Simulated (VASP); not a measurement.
# Mg8O7 (a cell with a defect) in VASP: relaxation of the atoms with PBE

Aim: the relaxation of the atoms of Mg8O7 (a cell with a defect) with PBE.

Everything below comes from runs of VASP 6.6.1. Logs are shortened: lines on timing, memory, paths and dates and some standing lists are left out, and cuts for length are marked.

## Step 1: The crystal as given

The cell holds a defect, 15 atoms: a = 6.003 Å, b = 6.003 Å, c = 6.003 Å, α = 60.00°, β = 60.00°, γ = 60.00°.

## Step 2: Relaxation of the atoms, PBE

The input, INCAR:

```
SYSTEM = Mg8O7
PREC     = Normal         ! precision mode
ENCUT    = 450            ! plane-wave cutoff, eV
EDIFF    = 1E-6           ! SCF threshold, eV
ISMEAR   = 0              ! smearing method
SIGMA    = 0.01           ! smearing width, eV
LREAL    = Auto         
LASPH    = .True.         ! aspherical terms in the spheres
NELM     = 80             ! most SCF steps
ALGO     = Normal         ! electronic algorithm
ISIF     = 2              ! what is computed and relaxed
LWAVE    = .False.        ! write WAVECAR
LCHARG   = .False.        ! write CHGCAR
GGA      = PE             ! functional
IBRION   = 2              ! ionic algorithm
NSW      = 70             ! ionic steps
EDIFFG   = -0.025         ! ionic threshold
ICORELEVEL= 1            
ISYM     = 0
```

The input, KPOINTS:

```
regular mesh
0
Gamma
  2 2 2
  0 0 0
```

The input, POSCAR:

```
Mg8O7
1.0
    0.0000000000      4.2449620000     -4.2449620000
    4.2449620000      4.2449620000      0.0000000000
    4.2449620000      0.0000000000     -4.2449620000
Mg O
8 7
Direct
    0.5000000000      0.0000000000      0.5000000000
    0.4856054300      0.5046398800      0.5121397100
    0.9979305200      0.9948979200      0.4938122300
    0.0085174800      0.4826047500      0.5040229300
    0.5106333700      0.9949524400      0.0110816000
    0.5013679700      0.5031268500      0.9939114200
    0.9909865200      0.9845300100      0.0162525700
    0.0000000000      0.5000000000      0.0000000000
    0.2500000000      0.2500000000      0.2500000000
    0.7500000000      0.7500000000      0.2500000000
    0.7500000000      0.2500000000      0.2500000000
    0.2500000000      0.7500000000      0.7500000000
    0.2500000000      0.2500000000      0.7500000000
    0.7500000000      0.7500000000      0.7500000000
    0.7500000000      0.2500000000      0.7500000000
```

Potentials or basis: VASP PAW PBE potentials, release 64 (Mg, O).

Run with:

```sh
cat potpaw_PBE.64/Mg/POTCAR potpaw_PBE.64/O/POTCAR > POTCAR
mpirun -np 2 vasp_std > vasp.out
```

OUTCAR:

```text
SYSTEM = Mg8O7
   PREC = Normal
   ENCUT = 450
   EDIFF = 1E-6
   ISMEAR = 0
   LREAL = Auto
   LASPH = .True.
   NELM = 80
   ISIF = 2
   GGA = PE
   IBRION = 2
   NSW = 70
   EDIFFG = -0.025
   ISYM = 0

 ion  position               nearest neighbor table
   1  0.500  0.000  0.500-   9 2.12  10 2.12  11 2.12  12 2.12  13 2.12  14 2.12   5 2.92   4 2.92
                             7 2.93   3 2.96   6 2.97   2 2.98   2 3.02   6 3.03   3 3.05   7 3.08
   2  0.486  0.505  0.512-  12 2.05  13 2.08  15 2.13  10 2.17  11 2.19   8 2.92   6 2.94   3 2.94
                             4 2.96   5 2.98   1 2.98   1 3.02   5 3.03   4 3.05   6 3.07   3 3.07
   3  0.998  0.995  0.494-  11 2.09  14 2.09   9 2.15  12 2.16  15 2.17   7 2.92   2 2.94   1 2.96
                             4 2.99   5 2.99   8 3.00   8 3.01   4 3.01   5 3.02   1 3.05   2 3.07
   4  0.009  0.483  0.504-   9 2.07  13 2.07  15 2.09  10 2.18  14 2.18   1 2.92   2 2.96   7 2.97
                             3 2.99   6 2.99   8 3.00   8 3.01   6 3.01   3 3.01   7 3.03   2 3.05
   5  0.511  0.995  0.011-  10 2.03   9 2.10  15 2.10  14 2.15  13 2.21   7 2.87   1 2.92   8 2.96
                             6 2.97   2 2.98   3 2.99   3 3.02   2 3.03   6 3.03   8 3.05   1 3.09
   6  0.501  0.503  0.994-  12 2.10  14 2.10  15 2.11   9 2.14  11 2.14   2 2.94   5 2.97   1 2.97
                             7 2.98   4 2.99   8 3.00   8 3.00   4 3.01   7 3.03   1 3.03   5 3.03
   7  0.991  0.985  0.016-  10 2.02  11 2.12  12 2.13  15 2.16  13 2.23   5 2.87   3 2.92   1 2.93
                             8 2.93   4 2.97   6 2.98   6 3.03   4 3.03   8 3.07   1 3.08   3 3.09
   8  0.000  0.500  0.000-   9 2.12  10 2.12  11 2.12  12 2.12  13 2.12  14 2.12   2 2.92   7 2.93
                             5 2.96   3 3.00   4 3.00   6 3.00   6 3.00   4 3.01   3 3.01   5 3.05
   9  0.250  0.250  0.250-   4 2.07   5 2.10   1 2.12   8 2.12   6 2.14   3 2.15
  10  0.750  0.750  0.250-   7 2.02   5 2.03   1 2.12   8 2.12   2 2.17   4 2.18
  11  0.750  0.250  0.250-   3 2.09   7 2.12   1 2.12   8 2.12   6 2.14   2 2.19
  12  0.250  0.750  0.750-   2 2.05   6 2.10   1 2.12   8 2.12   7 2.13   3 2.16
  13  0.250  0.250  0.750-   4 2.07   2 2.08   1 2.12   8 2.12   5 2.21   7 2.23
  14  0.750  0.750  0.750-   3 2.09   6 2.10   1 2.12   8 2.12   5 2.15   4 2.18
  15  0.750  0.250  0.750-   4 2.09   5 2.10   6 2.11   2 2.13   7 2.16   3 2.17

IMPORTANT INFORMATION: All symmetrisations will be switched off!
NOSYMM: (Re-)initialisation of all symmetry stuff for point group C_1.

----------------------------------------------------------------------------------------

                                     Primitive cell

  volume of cell :     152.9859

  direct lattice vectors                    reciprocal lattice vectors
     0.000000000  4.244962000 -4.244962000    -0.117786685  0.117786685 -0.117786685
     4.244962000  4.244962000  0.000000000     0.117786685  0.117786685  0.117786685
     4.244962000  0.000000000 -4.244962000     0.117786685 -0.117786685 -0.117786685

  length of vectors
     6.003282832  6.003282832  6.003282832     0.204012522  0.204012522  0.204012522

  position of ions in fractional coordinates (direct lattice)
     0.500000000  0.000000000  0.500000000
     0.485605430  0.504639880  0.512139710
     0.997930520  0.994897920  0.493812230
     0.008517480  0.482604750  0.504022930
     0.510633370  0.994952440  0.011081600
     0.501367970  0.503126850  0.993911420
     0.990986520  0.984530010  0.016252570
     0.000000000  0.500000000  0.000000000
     0.250000000  0.250000000  0.250000000
     0.750000000  0.750000000  0.250000000
     0.750000000  0.250000000  0.250000000
     0.250000000  0.750000000  0.750000000
     0.250000000  0.250000000  0.750000000
     0.750000000  0.750000000  0.750000000
     0.750000000  0.250000000  0.750000000

  ion indices of the primitive-cell ions
   primitive index   ion index
                 1           1
                 2           2
                 3           3
                 4           4
                 5           5
                 6           6
                 7           7
                 8           8
                 9           9
                10          10
                11          11
                12          12
                13          13
                14          14
                15          15

----------------------------------------------------------------------------------------

 KPOINTS: regular mesh

Automatic generation of k-mesh.
 Grid dimensions read from file:
 generate k-points for:    2    2    2

 Generating k-lattice:

  Cartesian coordinates                     Fractional coordinates (reciprocal lattice)
    -0.058893342  0.058893342 -0.058893342     0.500000000  0.000000000  0.000000000
     0.058893342  0.058893342  0.058893342     0.000000000  0.500000000  0.000000000
     0.058893342 -0.058893342 -0.058893342     0.000000000  0.000000000  0.500000000

  Length of vectors
     0.102006261  0.102006261  0.102006261

  Shift w.r.t. Gamma in fractional coordinates (k-lattice)
     0.000000000  0.000000000  0.000000000

 Subroutine IBZKPT returns following result:
 ===========================================

 Found      8 irreducible k-points:

 Following reciprocal coordinates:
            Coordinates               Weight
  0.000000  0.000000  0.000000      1.000000
  0.500000  0.000000  0.000000      1.000000
  0.000000  0.500000  0.000000      1.000000
  0.000000  0.000000  0.500000      1.000000
  0.500000  0.500000  0.500000      1.000000
  0.500000  0.500000  0.000000      1.000000
  0.000000  0.500000  0.500000      1.000000
  0.500000  0.000000  0.500000      1.000000
   k-points           NKPTS =      8   k-points in BZ     NKDIM =      8   number of bands    NBANDS=     38
   number of dos      NEDOS =    301   number of ions     NIONS =     15
   total plane-waves  NPLWV =  32768
   dimension x,y,z NGX =    32 NGY =   32 NGZ =   32
   dimension x,y,z NGXF=    64 NGYF=   64 NGZF=   64
   ions per type =               8   7
   NGX,Y,Z   is equivalent  to a cutoff of   8.86,  8.86,  8.86 a.u.
   NGXF,Y,Z  is equivalent  to a cutoff of  17.72, 17.72, 17.72 a.u.
 SYSTEM =  Mg8O7
   PREC   = normal    normal or accurate (medium, high low for compatibility)
   ISTART =      0    job   : 0-new  1-cont  2-samecut
   ICHARG =      2    charge: 1-file 2-atom 10-const
   ISPIN  =      1    spin polarized calculation?
   LNONCOLLINEAR =      F non collinear calculations
   LSORBIT =      F    spin-orbit coupling
   LASPH  =      T    aspherical Exc in radial PAW
   ENCUT  =  450.0 eV  33.07 Ry    5.75 a.u.  10.38 10.38 10.38*2*pi/ulx,y,z
   NELM   =     80;   NELMIN=  2; NELMDL= -5     # of ELM steps
   EDIFF  = 0.1E-05   stopping-criterion for ELM
   LREAL  =      T    real-space projection
   EDIFFG = -.3E-01   stopping-criterion for IOM
   NSW    =     70    number of steps for IOM
   IBRION =      2    ionic relax: 0-MD 1-quasi-New 2-CG
   NFREE  =      1    steps in history (QN), initial steepest desc. (CG)
   ISIF   =      2    stress and relaxation
   ISYM   =      0    0-nonsym 1-usesym 2-fastsym
   POTIM  = 0.5000    time-step for ionic-motion
   TEBEG  =    0.0;   TEEND  =   0.0 temperature during run
   PSTRESS=    0.0 pullay stress
   NELECT =      58.0000    total number of electrons
   NUPDOWN=      -1.0000    fix difference up-down
   EMIN   =  10.00;   EMAX   =-10.00  energy-range for DOS
   EFERMI =   0.00;   METHOD = LEGACY
   ISMEAR =     0;   SIGMA  =   0.01  broadening in eV -4-tet -1-fermi 0-gaus
   EFERMI_NEDOS =   21; number of points for ismear=-14 and -15
   IALGO  =     38    algorithm
   IMIX   =      4    mixing-type and parameters
     AMIX     =   0.40;   BMIX     =  1.00
     AMIX_MAG =   1.60;   BMIX_MAG =  1.00
  volume/ion in A,a.u.               =      10.20        68.83
  Fermi-wavevector in a.u.,A,eV,Ry     =   1.184860  2.239061 19.101126  1.403893
  Thomas-Fermi vector in A             =   2.321066
   LORBIT       =      0    0 simple, 1 ext, 2 COOP (PROOUT), +10 PAW based schemes
   GGA     = PE    functional components
   LHFCALC =     F    Hartree Fock is set to
   AEXX    =    0.0000 exact exchange contribution
   IVDW    =     0    specifies the selected vdW correction
   LEPSILON=     F    determine dielectric tensor
   LRPA    =     F    only Hartree local field effects (RPA)
 conjugate gradient relaxation of ions
 non-spin polarized calculation
 Gauss-broadening in eV      SIGMA  =   0.01
  energy-cutoff  :      450.00
  volume of cell :      152.99
 maximum number of plane-waves:      3316
   NGX = 21   NGY = 21   NGZ = 21

--------------------------------------- Ionic step        1  -------------------------------------------

 number of electron      58.0000058 magnetization

 Free energy of the ion-electron system (eV)
  ---------------------------------------------------
  ext. energy  EPLUGINS =         0.00000000
  ---------------------------------------------------
  free energy    TOTEN  =       -83.29864579 eV

  energy without entropy =      -83.29864579  energy(sigma->0) =      -83.29864579

------------------------ aborting loop because EDIFF is reached ----------------------------------------

  FORCE on cell =-STRESS in cart. coord.  units (eV):
  Direction    XX          YY          ZZ          XY          YZ          ZX
  --------------------------------------------------------------------------------------
  -------------------------------------------------------------------------------------
  Total        1.5397312      2.0565634      1.6928074      0.0341344     -0.2745150     -0.1053343
  in kB       16.1251613     21.5377963     17.7282847      0.3574802     -2.8749169     -1.1031362
  external PRESSURE =      18.4637474 kB  Pullay stress =       0.0000000 kB
[... 128 lines left out ...]
  FREE ENERGIE OF THE ION-ELECTRON SYSTEM (eV)
  ---------------------------------------------------
  free  energy   TOTEN  =       -83.4418514589 eV

  energy  without entropy=      -83.4418514589  energy(sigma->0) =      -83.44185146

[... ionic steps 4 to 7 ...]

--------------------------------------- Ionic step        8  -------------------------------------------

 number of electron      58.0000048 magnetization

------------------------ aborting loop because EDIFF is reached ----------------------------------------
[... 93 lines left out ...]
--------------------------------------- Ionic step       10  -------------------------------------------

 number of electron      58.0000048 magnetization

 Free energy of the ion-electron system (eV)
  ---------------------------------------------------
  ext. energy  EPLUGINS =         0.00000000
  ---------------------------------------------------
  free energy    TOTEN  =       -83.48121573 eV

  energy without entropy =      -83.48121573  energy(sigma->0) =      -83.48121573

 the core state eigenenergies are
   1-  1s  -1249.4098  2s    -69.7972  2p    -36.5519
   2-  1s  -1249.3707  2s    -69.7835  2p    -36.5374
   3-  1s  -1249.3713  2s    -69.7839  2p    -36.5378
   4-  1s  -1249.3686  2s    -69.7820  2p    -36.5358
   5-  1s  -1249.3672  2s    -69.7808  2p    -36.5346
   6-  1s  -1249.3693  2s    -69.7823  2p    -36.5362
   7-  1s  -1249.3699  2s    -69.7828  2p    -36.5367
   8-  1s  -1249.4098  2s    -69.7973  2p    -36.5519
   9-  1s   -500.5488
  10-  1s   -500.5482
  11-  1s   -500.5483
  12-  1s   -500.5491
  13-  1s   -500.5488
  14-  1s   -500.5481
  15-  1s   -500.5696

 E-fermi :   5.7027     XC(G=0): -10.7355

 val. band max:        5.6466965460   @ k =   0.5000   0.5000   0.0000
 cond. band min:       7.9511624923   @ k =   0.5000   0.5000   0.5000
 fundamental gap:      2.3044659463
 Fermi energy:         5.7027416446

 k-point     1 :       0.0000    0.0000    0.0000
  band No.  band energies     occupation
      1     -14.3600      2.00000
      2     -13.2652      2.00000
      3     -13.2649      2.00000
      4     -13.2649      2.00000
      5     -13.1685      2.00000
      6     -13.0155      2.00000
[... 359 lines left out ...]
  FREE ENERGIE OF THE ION-ELECTRON SYSTEM (eV)
  ---------------------------------------------------
  free  energy   TOTEN  =       -83.4812157349 eV

  energy  without entropy=      -83.4812157349  energy(sigma->0) =      -83.48121573

 reached required accuracy - stopping structural energy minimisation
```

Wall time 2.4 min (2 MPI ranks of AMD EPYC 7R13 (Zen 3), shared host); peak memory 0.13 GiB.

Results:

```
Free energy                  : -83.4812 eV
Energy gained by relaxing    : 12.2 meV/atom
Ionic steps                  : 10
Largest force after relaxing : 0.009 eV/Å
Band gap on the k mesh       : 2.30 eV, indirect (least direct gap 2.56 eV)
```

Forces on the atoms (eV/Å):
```
Mg  -0.001  0.002  0.000
Mg   0.001  0.002 -0.005
Mg   0.005 -0.002  0.002
Mg  -0.001  0.006  0.000
Mg   0.000 -0.008 -0.003
Mg  -0.005  0.001 -0.002
Mg   0.000 -0.003  0.005
Mg  -0.001  0.000  0.002
O    0.000  0.000  0.001
O    0.001 -0.004 -0.006
O    0.003  0.001  0.000
O    0.002  0.000  0.005
O    0.000 -0.003 -0.002
O   -0.003  0.003  0.001
O   -0.002  0.006  0.003
```

The path:
```csv
step,energy change (eV),largest force (eV/Å),pressure (GPa)
1,0.0000,1.1931,1.85
2,-0.1355,0.4354,1.49
3,-0.1432,0.4895,1.48
4,-0.1722,0.2016,1.37
5,-0.1752,0.1774,1.35
6,-0.1805,0.0774,1.34
7,-0.1820,0.0538,1.32
8,-0.1825,0.0288,1.34
9,-0.1825,0.0311,1.34
10,-0.1826,0.0091,1.33
```

Final structure:
```xyz
15
Lattice="0.0000 4.2450 -4.2450 4.2450 4.2450 0.0000 4.2450 0.0000 -4.2450" Properties=species:S:1:pos:R:3 pbc="T T T"
Mg    6.3662    6.3555   -4.2525
Mg    4.2435    4.2332   -4.2565
Mg    6.3701    8.4784   -6.3754
Mg    4.2441    6.3491   -6.3747
Mg    4.2438    6.3625   -2.1294
Mg    2.1174    4.2330   -2.1301
Mg    4.2439    8.4785   -4.2488
Mg    2.1216    6.3557   -4.2526
O     2.1215    2.1114   -2.1298
O     4.2438    6.3567   -4.2517
O     2.1211    4.2339   -4.2524
O     6.3661    4.2340   -4.2528
O     4.2438    2.1118   -4.2518
O     6.3666    6.3562   -6.3748
O     4.2439    4.2336   -6.3750
```

Core levels (eV, on the scale of the bands):
| atom | levels |
| --- | --- |
| 1 Mg | 1s -1249.4, 2s -69.8, 2p -36.6 |
| 2 Mg | 1s -1249.4, 2s -69.8, 2p -36.5 |
| 3 Mg | 1s -1249.4, 2s -69.8, 2p -36.5 |
| 4 Mg | 1s -1249.4, 2s -69.8, 2p -36.5 |
| 5 Mg | 1s -1249.4, 2s -69.8, 2p -36.5 |
| 6 Mg | 1s -1249.4, 2s -69.8, 2p -36.5 |

Caveat: the k mesh is coarse (spacing up to 0.64 Å⁻¹), so the values aren't converged; the cutoff is under 1.25 times the usual one of these potentials, so pressure, stress and relaxed cells hold a basis-set (Pulay) error. A hybrid or GW would open this gap; PBE tends to underestimate it.
